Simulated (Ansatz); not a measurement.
## Ga5CuSe8 — ⁶⁹Ga NMR of the central transition

Cell: a Materials Project structure (computed, not necessarily an observed phase), taken as it stands.

```cif
data_Ga5CuSe8
_symmetry_space_group_name_H-M 'P-42m'
_symmetry_Int_Tables_number 111
_cell_length_a 5.4738
_cell_length_b 5.4738
_cell_length_c 11.1948
_cell_angle_alpha 90.000
_cell_angle_beta 90.000
_cell_angle_gamma 90.000
loop_
_atom_site_label
_atom_site_type_symbol
_atom_site_symmetry_multiplicity
_atom_site_Wyckoff_symbol
_atom_site_fract_x
_atom_site_fract_y
_atom_site_fract_z
Ga1 Ga 4 m 0.0000 0.5000 0.2549
Ga5 Ga 1 a 0.0000 0.0000 0.0000
Cu Cu 1 b 0.5000 0.5000 0.5000
Se7 Se 4 n 0.2645 0.2645 0.1168
Se11 Se 4 n 0.2411 0.2411 0.6195
```

One atom of each set is listed.

The numbers come from a DFT calculation in Ansatz (r2SCAN, plane waves and PAW, scalar-relativistic, 500 eV cutoff, Γ-centred 5×5×3 k-points, Fermi–Dirac smearing 0.02 eV).

⁶⁹Ga has I = 3/2 and Q = 171.0 mb (Pyykkö 2018); at 18.8 T its Larmor frequency is ν₀ = 192.7 MHz. Only the quadrupole interaction is simulated: positions count from each site's isotropic chemical shift, and shift anisotropy, dipolar and J coupling are left out, though they dominate static lines narrower than about 10 kHz.

Problem. What does the ⁶⁹Ga spectrum (static powder) show for each site?

Solution. 

```tsv
site	first shell	C_Q (MHz)	η	P_Q (MHz)	δ_QIS (ppm)	breadth (kHz)
Ga1	4 Se at 2.39–2.48 Å	-18.3	0.61	19.4	-254	352
Ga5	4 Se at 2.43 Å	-1.40	0.00	1.40	-1.32	1.32
```

δ_QIS = −(ν_Q²/30ν₀²)[I(I+1) − 3/4](1 + η²/3) × 10⁶ ppm with ν_Q = 3|C_Q|/[2I(2I−1)]; it falls as 1/B₀² in ppm, and the breadth as 1/B₀ in kHz.

An axis of threefold or higher order runs through Ga5, so V_zz lies along it and η is zero.

With a gap of 0.8 eV on this mesh, small gradients can still move by 0.1 × 10²¹ V/m² or more as the k-mesh gets denser.

Hardware: 1 thread of AMD EPYC 7R43 64-Core Processor (Zen 3) (x86_64; 48 cores open to the job, memory cap 2.5 GiB, no GPU), a shared host with a load of 0.7 a core. Wall time 2.8 min, CPU time 2.7 min, peak memory 1.4 GiB.
